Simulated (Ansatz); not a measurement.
# MoS2/WS2: short-period superlattices, part 2 of 5

Wanted: band edges and complex bands along the stacking of MoS2/WS2. The crystals are MoS2 2H layers and WS2 2H layers, on a common net of side 3.17 Å (+0.0 % and +0.0 % against typed lattice constants near PBE's). Layer spacings come from each crystal relaxed along the normal on that net, and the joins take the mean spacing. The stacks are then relaxed. The first steps treat the bulk crystals alone.

Ansatz 0.2.0; PBE+D3(BJ) DFT, plane waves, PAW files (the session's first sound run).

So far, gap on path (eV): step 3 (band edges, crystal MoS2 2H layers) 0.757.

## Step 4: Relaxing along the normal, crystal WS2 2H layers

This step: PBE+D3(BJ) DFT, plane waves, PAW files (Ansatz 0.2.0).

System of this step: WS2. Symmetry: P6_3/mmc, No. 194, hexagonal system. The conventional cell has a = 3.170 Å, b = 3.170 Å, c = 12.400 Å, α = 90.00°, β = 90.00°, γ = 120.00°. S has 3 W at 2.41 Å nearest. Nearest to W lie 6 S at 2.41 Å. Farther neighbours and most contacts between anions are not listed.

The crystal is held to the common net and relaxed along the normal.

input.yaml

```yaml
crystal:
  lattice:
    - [3.17, 0.0, 0.0]
    - [-1.585, 2.74530053, 0.0]
    - [0.0, 0.0, 12.4]
  atoms:
    - { symbol: S, position: [0.3333333333, 0.6666666667, 0.0] }
    - { symbol: W, position: [0.0, 0.0, 0.1266129032] }
    - { symbol: S, position: [0.3333333333, 0.6666666667, 0.2532258065] }
    - { symbol: S, position: [0.0, 0.0, 0.5] }
    - { symbol: W, position: [0.3333333333, 0.6666666667, 0.6266129032] }
    - { symbol: S, position: [0.0, 0.0, 0.7532258065] }
kpoints:
  mp_grid: { grid: [8, 8, 2] }
scf:
  occupations: { method: fixed }
  max_iter: 120
hamiltonian:
  xc: pbe
  dispersion: d3bj
output: {}
relax:
  f_tol: 0.01
  max_steps: 40
  cell: { fix: [a, b, angles] }
```

Launch:

```console
$ ansatz run input.yaml --threads 8 --pin off --max-ram 20480MiB --backend cpu --events-out ev --progress --plain --runs-dir out
```

Numbers of over 12 decimals in the logs are rounded to 6 here.

The log of the run:

```text
[...]
Crystal: 6 atoms, lattice volume = 107.912 Å³
Basis set: ecut = 420 eV, 2081 PW (Γ), exchange–correlation on 48×48×180 points (8 copies of the dense FFT grid, shifted against one another)
Bands: 32, of which v1, the nominal top of the filled ones, is band 26 counted from 1 (25 counted from 0)
Symmetry: 24 space group operations
[...]
k-points: 20 of 128
[...]
SCF iter   1: F=—  HF=-24385.295199 eV  |F-HF|=—  |Δ(HF+E_count)|=         —  Δρ=5.10e-3  dr2=1.40e-2  ethr=1.77e-3  ⟨swp⟩=5.0  Hψ=2569  notcnv=0  defer=56
[...]
SCF iter   6: F=-24385.304957 eV  HF=-24385.304957 eV  |F-HF|=2.44e-8  |Δ(HF+E_count)|=   1.26e-7  Δρ=5.09e-6  dr2=4.04e-8  ethr=1.92e-10  ⟨swp⟩=4.5  Hψ=2162  notcnv=0
SCF 1 converged in 6 iterations: F = -24385.304957 eV  dr2 = 4.04e-8
[...]
relax step   1: F+E_penalty+E_count = -24385.30495681 eV  Δ(F+E_penalty+E_count) = +0.000e0 eV  max|allowed force component| = 3.837e-2 eV/Å  Δτ_max = 0.0000 Å  P = -1.297 GPa  Ω = 107.912 Å³  fix = [a, b, alpha, beta, gamma]  reactions: a -1.518, b -1.518 GPa  (6 SCF iters, dr2 threshold 1.00e-7 eV, accepted)
Crystal: 6 atoms, lattice volume = 104.189 Å³
Basis set: ecut = 420 eV, 2045 PW (Γ), exchange–correlation on 48×48×180 points (8 copies of the dense FFT grid, shifted against one another)
[...]
SCF iter   6: F=-24385.311382 eV  HF=-24385.311382 eV  |F-HF|=3.55e-7  |Δ(HF+E_count)|=   6.99e-6  Δρ=9.81e-6  dr2=1.10e-7  ethr=1.15e-9  ⟨swp⟩=4.0  Hψ=2686  notcnv=0
SCF 2 converged in 6 iterations: F = -24385.311382 eV  dr2 = 1.10e-7
relax step   2: F+E_penalty+E_count = -24385.31138221 eV  Δ(F+E_penalty+E_count) = -6.425e-3 eV  max|allowed force component| = 7.599e-2 eV/Å  Δτ_max = 0.0567 Å  P = -0.996 GPa  Ω = 104.189 Å³  energy of the carried Pulay correction = +6.586e-4 eV  fix = [a, b, alpha, beta, gamma]  reactions: a -1.618, b -1.618 GPa  (6 SCF iters, dr2 threshold 6.00e-7 eV, accepted)
Crystal: 6 atoms, lattice volume = 105.736 Å³
[...]
SCF iter   6: F=-24385.314989 eV  HF=-24385.314989 eV  |F-HF|=1.78e-8  |Δ(HF+E_count)|=   1.53e-6  Δρ=6.73e-6  dr2=6.43e-8  ethr=6.94e-10  ⟨swp⟩=5.0  Hψ=2411  notcnv=0
SCF 3 converged in 6 iterations: F = -24385.314989 eV  dr2 = 6.43e-8
relax step   3: F+E_penalty+E_count = -24385.31498934 eV  Δ(F+E_penalty+E_count) = -3.607e-3 eV  max|allowed force component| = 2.551e-2 eV/Å  Δτ_max = 0.0263 Å  P = -0.930 GPa  Ω = 105.736 Å³  energy of the carried Pulay correction = +3.822e-4 eV  fix = [a, b, alpha, beta, gamma]  reactions: a -1.432, b -1.432 GPa  (6 SCF iters, dr2 threshold 3.61e-7 eV, accepted)
[...]
relax step   4: F+E_penalty+E_count = -24385.31520194 eV  Δ(F+E_penalty+E_count) = -2.126e-4 eV  max|allowed force component| = 1.043e-3 eV/Å  Δτ_max = 0.0043 Å  P = -0.997 GPa  Ω = 105.514 Å³  energy of the carried Pulay correction = +4.217e-4 eV  fix = [a, b, alpha, beta, gamma]  reactions: a -1.494, b -1.494 GPa  (5 SCF iters, dr2 threshold 4.07e-8 eV, accepted)
[...]
SCF iter   5: F=-24385.314783 eV  HF=-24385.314783 eV  |F-HF|=1.46e-11  |Δ(HF+E_count)|=  6.73e-10  Δρ=1.59e-7  dr2=3.52e-11  ethr=1.00e-12  ⟨swp⟩=3.5  Hψ=2545  notcnv=0
SCF 5 converged in 5 iterations: F = -24385.314783 eV  dr2 = 3.52e-11
relax step   5: F+E_penalty+E_count = -24385.31478289 eV  Δ(F+E_penalty+E_count) = +4.190e-4 eV  max|allowed force component| = 1.153e-3 eV/Å  Δτ_max = 0.0000 Å  P = -0.998 GPa  Ω = 105.514 Å³  fix = [a, b, alpha, beta, gamma]  reactions: a -1.494, b -1.494 GPa  stress off target by 6.45e-3 GPa on what of the cell is left free  SCF on the basis re-selected at this cell (its energy is not comparable with the rows above)  (5 SCF iters)
[...]
SCF converged after 5 iterations
Free energy (F): -24385.314783 eV
[...]
Internal energy: -24385.314783 eV  (E = F + TS)
E sigma→0 (E₀):  -24385.314783 eV
Fermi energy:    11.964761 eV
[...]
--- Forces (eV/Å), atoms counted from 1 ---
  atom   1  S      0.00000000    -0.00000000    -0.00115322
  atom   2  W      0.00000000    -0.00000000     0.00000000
  atom   3  S     -0.00000000    -0.00000000     0.00115322
  atom   4  S     -0.00000000     0.00000000    -0.00115322
  atom   5  W     -0.00000000     0.00000000     0.00000000
  atom   6  S     -0.00000000     0.00000000     0.00115322
  max |Σ_I F_I| component: 1.39e-17 eV/Å
--- Stress (GPa, compression-positive) ---
       -1.493779       0.000000      -0.000000
        0.000000      -1.493779       0.000000
       -0.000000       0.000000      -0.006451
  P = ⅓ Tr σ = -0.9980 GPa (-9.980 kbar)
--- Relaxed structure (4 steps of the walk, 4 accepted, 1 SCFs on fresh bases) ---
[...]
cell:  # Å, volume = 105.5137 Å³
    - [3.170000, 0, 0.0]
    - [-1.585000, 2.745301, 0.0]
    - [0.0, 0.0, 12.124383]
  atoms:
    - { symbol: S, position: [0.333333, 0.666667, -0.00279657] }
    - { symbol: W, position: [9.251858539620026e-18, -5.0885221963063406e-17, 0.126613] }
    - { symbol: S, position: [0.333333, 0.666667, 0.256022] }
    - { symbol: S, position: [9.251858539620026e-18, -5.0885221963063406e-17, 0.497203] }
    - { symbol: W, position: [0.333333, 0.666667, 0.626613] }
    - { symbol: S, position: [9.251858539620026e-18, -5.0885221963063406e-17, 0.756022] }
```

Run time: 3.5 s. Hardware: 8 threads of Arm Neoverse V1, shared host; peak memory 0.53 GiB.

The steps of the relaxation:

```tsv
step	energy less that of the first step (eV)	largest force component (eV/Å)	pressure (GPa)	volume (Å³)
1	0.0000	0.0384	-1.30	107.91
2	-0.0064	0.0760	-1.00	104.19
3	-0.0100	0.0255	-0.93	105.74
4	-0.0102	0.0010	-1.00	105.51
5*	-0.0098	0.0012	-1.00	105.51
```

Relaxation steps marked * repeat the geometry before them on a plane-wave basis chosen anew for their cell, so energy and pressure can jump there.

Forces are held to the 24 operations that the run works with; a distortion that breaks them can't arise in this run.

```tsv
conventional cell, symmetrised	before	after	change
a (Å)	3.170	3.170	+0.0 %
b (Å)	3.170	3.170	+0.0 %
c (Å)	12.400	12.124	-2.2 %
volume (Å³/atom)	17.99	17.59	-2.2 %
```

The atoms that moved most (Å, as changes of fractional coordinates times the final cell):

```tsv
atom	dx	dy	dz	length
S3	0.000	0.000	0.034	0.034
S6	0.000	0.000	0.034	0.034
S1	0.000	0.000	-0.034	0.034
S4	0.000	0.000	-0.034	0.034
```

The relaxed structure:

```xyz
6
Lattice="3.1700 0.0000 0.0000 -1.5850 2.7453 0.0000 0.0000 0.0000 12.1244" Properties=species:S:1:pos:R:3 pbc="T T T"
S     0.0000    1.8302   -0.0339
W     0.0000    0.0000    1.5351
S     0.0000    1.8302    3.1041
S     0.0000    0.0000    6.0283
W     0.0000    1.8302    7.5973
S     0.0000    0.0000    9.1663
```

Numbers from this step:

```yaml
free_energy: -24385.3148 eV
fermi_energy: 11.96 eV
pressure: -0.9980 GPa
```

The relaxation ends with a largest force component of 0.0012 eV/Å.

## Step 5: Band edges, crystal WS2 2H layers

This step: PBE DFT, plane waves, PAW files (Ansatz 0.2.0).

The band edges of the next crystal.

input.yaml

```yaml
crystal:
  lattice:
    - [3.17, 0.0, 0.0]
    - [-1.585, 2.74530053, 0.0]
    - [0.0, 0.0, 12.1243828128]
  atoms:
    - { symbol: S, position: [0.3333333333, 0.6666666667, -0.0027965727] }
    - { symbol: W, position: [0.0, 0.0, 0.1266129032] }
    - { symbol: S, position: [0.3333333333, 0.6666666667, 0.2560223792] }
    - { symbol: S, position: [0.0, 0.0, 0.4972034273] }
    - { symbol: W, position: [0.3333333333, 0.6666666667, 0.6266129032] }
    - { symbol: S, position: [0.0, 0.0, 0.7560223792] }
kpoints:
  mp_grid: { grid: [12, 12, 2] }
  band_path: { path: [VBM, CBM], npoints: 24 }
scf:
  occupations: { method: fixed }
  max_iter: 120
hamiltonian:
  xc: pbe
output:
  eigenvalues: true
checkpoint:
  write: WS2.run
  compress: false
  write_wavefunctions: false
```

The log of the run:

```text
[...]
Crystal: 6 atoms, lattice volume = 105.514 Å³
Basis set: ecut = 420 eV, 2045 PW (Γ)
Bands: 32, of which v1, the nominal top of the filled ones, is band 26 counted from 1 (25 counted from 0)
Symmetry: 24 space group operations
[...]
k-points: 38 of 288
[...]
SCF iter   1: F=—  HF=-24382.716751 eV  |F-HF|=—  |Δ(HF+E_count)|=         —  Δρ=5.04e-3  dr2=9.70e-3  ethr=1.77e-3  ⟨swp⟩=5.0  Hψ=4866  notcnv=0  defer=117
[...]
SCF iter   6: F=-24382.727099 eV  HF=-24382.727099 eV  |F-HF|=7.16e-8  |Δ(HF+E_count)|=   7.32e-7  Δρ=8.54e-6  dr2=8.55e-8  ethr=1.92e-10  ⟨swp⟩=7.6  Hψ=5199  notcnv=0
SCF 1 converged in 6 iterations: F = -24382.727099 eV  dr2 = 8.55e-8
[...]
SCF converged after 6 iterations
Free energy (F): -24382.727099 eV
[...]
Internal energy: -24382.727099 eV  (E = F + TS)
E sigma→0 (E₀):  -24382.727099 eV
Fermi energy:    11.964853 eV
[...]
--- Band table (eV; the first three rows and the last of 38) ---
  k-point 0: bands = [... 22 lower, 9.6624, 10.5586, 10.7081, 11.9649, 14.1378, 14.1378, 14.1498, 14.1498, ... 2 higher]
  k-point 1: bands = [... 22 lower, 9.6279, 9.6279, 11.6671, 11.6671, 14.1259, 14.1259, 14.1259, 14.1259, ... 2 higher]
  k-point 2: bands = [... 22 lower, 9.6731, 10.6628, 10.7201, 11.7090, 14.0416, 14.0470, 14.0579, 14.1090, ... 2 higher]
  k-point 37: bands = [... 22 lower, 8.7987, 8.7987, 11.2151, 11.2151, 13.1097, 13.1097, 14.4633, 14.4633, ... 2 higher]
```

Run time: 3.2 s. Hardware: 8 threads; peak memory 0.52 GiB.

Numbers from this step:

```yaml
free_energy: -24382.7271 eV
gap_on_the_k_mesh: 0.8845 eV
gap_on_path: 0.8780 eV, by band count; negative where bands overlap
edge_places_on_path: 0, 0.6917 1/A along the path
```

Electronic bands along the path, in eV, zero at the Fermi level (highest filled level under fixed occupations); v1 is the highest filled band, c1 the lowest empty one:

```tsv
point	v4	v3	v2	v1	c1	c2	c3	c4
VBM	-2.30	-1.41	-1.26	0.00	2.17	2.17	2.18	2.18
halfway	-2.22	-1.34	-1.27	-0.76	1.54	1.92	1.94	2.12
CBM	-2.18	-2.00	-1.64	-1.58	0.88	1.79	2.00	2.08
```

The searched edges give 0.878 eV, against 0.885 eV on the mesh.

## Step 6: Relaxing the interfaces, stack MoS2 6 / WS2 6, atomic layers of each crystal 6×6

This step: PBE+D3(BJ) DFT, plane waves, PAW files (Ansatz 0.2.0).

System of this step: MoS2 (6) / WS2 (6). The cell holds 12 atoms: 8 S, 2 Mo and 2 W. Cell: a = 3.170 Å, b = 3.170 Å, c = 24.190 Å, α = 90.0°, β = 90.0°, γ = 120.0°. Regions: 0: MoS2, 6 atoms (4 S and 2 Mo); 1: WS2, 6 atoms (4 S and 2 W). The structure's axis is c.

The stack is relaxed at a fixed cell, since the spacings at the joins were only estimated. The total length stays as laid.

input.yaml

```yaml
crystal:
  lattice:
    - [3.17, 0.0, 0.0]
    - [-1.585, 2.74530053, 0.0]
    - [0.0, 0.0, 24.1896190063]
  atoms:
    - { symbol: S, position: [0.3333333333, 0.6666666667, 0.0] }
    - { symbol: Mo, position: [0.0, 0.0, 0.0644431242] }
    - { symbol: S, position: [0.3333333333, 0.6666666667, 0.1288862485] }
    - { symbol: S, position: [0.0, 0.0, 0.249388719] }
    - { symbol: Mo, position: [0.3333333333, 0.6666666667, 0.3138318432] }
    - { symbol: S, position: [0.0, 0.0, 0.3782749675] }
    - { symbol: S, position: [0.3333333333, 0.6666666667, 0.4989688941] }
    - { symbol: W, position: [0.0, 0.0, 0.5638318432] }
    - { symbol: S, position: [0.3333333333, 0.6666666667, 0.6286947923] }
    - { symbol: S, position: [0.0, 0.0, 0.7495801752] }
    - { symbol: W, position: [0.3333333333, 0.6666666667, 0.8144431242] }
    - { symbol: S, position: [0.0, 0.0, 0.8793060733] }
kpoints:
  mp_grid: { grid: [12, 12, 2] }
scf:
  occupations: { method: fixed }
  max_iter: 120
hamiltonian:
  xc: pbe
  dispersion: d3bj
output:
  eigenvalues: false
  forces: true
relax:
  f_tol: 0.02
  max_steps: 40
```

The log of the run:

```text
settings of this run that can trade accuracy for cost: output.eigenvalues: false. Do not mix this run's numbers with those of runs without the same settings; the input reference describes each key
[...]
Crystal: 12 atoms, lattice volume = 210.513 Å³
Basis set: ecut = 420 eV, 4089 PW (Γ), exchange–correlation on 48×48×324 points (8 copies of the dense FFT grid, shifted against one another)
Bands: 64, of which v1, the nominal top of the filled ones, is band 52 counted from 1 (51 counted from 0)
Symmetry: 12 space group operations
[...]
k-points: 38 of 288
[...]
SCF iter   1: F=—  HF=-37913.388251 eV  |F-HF|=—  |Δ(HF+E_count)|=         —  Δρ=5.37e-3  dr2=5.09e-2  ethr=1.77e-3  ⟨swp⟩=5.0  Hψ=8613  notcnv=0  defer=302
[...]
SCF iter   6: F=-37913.404894 eV  HF=-37913.404895 eV  |F-HF|=9.38e-7  |Δ(HF+E_count)|=   3.03e-5  Δρ=4.83e-5  dr2=6.69e-6  ethr=9.62e-9  ⟨swp⟩=4.0  Hψ=9426  notcnv=0
SCF 1 converged in 6 iterations: F = -37913.404894 eV  dr2 = 6.69e-6
[...]
relax step   1: F+E_penalty+E_count = -37913.40489433 eV  Δ(F+E_penalty+E_count) = +0.000e0 eV  max|allowed force component| = 4.189e-3 eV/Å  Δτ_max = 0.0000 Å  (6 SCF iters, dr2 threshold 1.00e-5 eV, accepted)
[...]
SCF iter   4: F=-37913.404898 eV  HF=-37913.404898 eV  |F-HF|=2.08e-8  |Δ(HF+E_count)|=   2.33e-7  Δρ=2.88e-6  dr2=4.56e-8  ethr=9.62e-11  ⟨swp⟩=3.0  Hψ=9058  notcnv=0
SCF 2 converged in 4 iterations: F = -37913.404898 eV  dr2 = 4.56e-8
relax step   2: F+E_penalty+E_count = -37913.40489780 eV  Δ(F+E_penalty+E_count) = -3.467e-6 eV  max|allowed force component| = 4.300e-3 eV/Å  Δτ_max = 0.0000 Å  (4 SCF iters, accepted)
SCF converged after 4 iterations
Free energy (F): -37913.404898 eV
[...]
Internal energy: -37913.404898 eV  (E = F + TS)
E sigma→0 (E₀):  -37913.404898 eV
Fermi energy:    11.667239 eV
[...]
--- Forces (eV/Å), atoms counted from 1 ---
  atom   1  S      0.00000000     0.00000000     0.00274367
  atom   2  Mo     0.00000000     0.00000000    -0.00294434
  atom   3  S     -0.00000000     0.00000000     0.00055183
  atom   4  S      0.00000000    -0.00000000    -0.00055183
  atom   5  Mo     0.00000000    -0.00000000     0.00294434
  atom   6  S      0.00000000     0.00000000    -0.00274367
  atom   7  S     -0.00000000     0.00000000    -0.00430019
  atom   8  W      0.00000000     0.00000000     0.00244641
  atom   9  S     -0.00000000     0.00000000     0.00177307
  atom  10  S     -0.00000000     0.00000000    -0.00177307
  atom  11  W     -0.00000000     0.00000000    -0.00244641
  atom  12  S      0.00000000     0.00000000     0.00430019
  max |Σ_I F_I| component: 1.27e-17 eV/Å
--- Relaxed structure (2 steps of the walk, 2 accepted, 0 SCFs on fresh bases) ---
  F+E_penalty+E_count = -37913.40489780 eV   max|allowed force component| = 4.300e-3 eV/Å
  atoms:
    - { symbol: S, position: [0.333333, 0.666667, -2.5000001490268112e-11] }
    - { symbol: Mo, position: [9.251858539620032e-18, -5.0885221963063393e-17, 0.064443124225] }
    - { symbol: S, position: [0.333333, 0.666667, 0.128886] }
    - { symbol: S, position: [9.251858539620032e-18, -5.0885221963063393e-17, 0.249389] }
    - { symbol: Mo, position: [0.333333, 0.666667, 0.313832] }
    - { symbol: S, position: [9.251858539620032e-18, -5.0885221963063393e-17, 0.378275] }
    - { symbol: S, position: [0.333333, 0.666667, 0.498969] }
    - { symbol: W, position: [9.251858539620032e-18, -5.0885221963063393e-17, 0.563832] }
    - { symbol: S, position: [0.333333, 0.666667, 0.628695] }
    - { symbol: S, position: [9.251858539620032e-18, -5.0885221963063393e-17, 0.749580] }
    - { symbol: W, position: [0.333333, 0.666667, 0.814443] }
    - { symbol: S, position: [9.251858539620032e-18, -5.0885221963063393e-17, 0.879306] }
[...]
```

Elapsed: 5 s, on 8 threads; peak memory 1.1 GiB; 38 s of CPU time.

Hardly anything moved in the relaxation; the energy changed by under 0.2 meV an atom.

This step gave:

| Property | Result |
| --- | --- |
| free energy | -37913.4049 eV |
| Fermi energy | 11.67 eV |

The largest force component on a free atom ends at 0.0043 eV/Å.

[end of part 2 of 5]

[Logs are printed without paths, hosts, clocks, repeated set-up lines and the standing remarks that a program may print on its own settings, such as how far it seeks lower states.]

[Hosts, paths, dates, database ids (printed as entryN), source tags and the programs' standing remarks are cut or masked in the printed files.]
